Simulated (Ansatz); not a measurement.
Method: DFT, RPBE, plane waves (420 eV) with PAW, scalar-relativistic in Ansatz. (PAW data from PBE, frozen cores regenerated.)

An element in the omega (AlB2-type) structure gives this curve. The cell is scaled uniformly from the relaxed one, with fractional coordinates and shape fixed. Energies are extrapolated to zero smearing, pressures are those at the given smearing. Magnetic state: ferromagnetic.

```tsv
V (Å³/atom)	E − E₀ (meV/atom)	P (GPa)	sphere moment (μB)
11.043	87.7	21.28	2.48
11.545	35.6	12.23	2.55
12.047	8.4	5.27	2.61
12.549	0.6	-0.05	2.69
13.051	7.6	-4.63	2.76
13.553	28.7	-8.78	2.81
14.055	61.7	-12.13	2.86
```

(1) Which element is it?
A. iron
B. ruthenium
C. manganese
D. phosphorus

Results:

(1) A. Its fit is V₀ = 12.54 Å³/atom, B₀ = 129 GPa, B₀′ = 3.7.
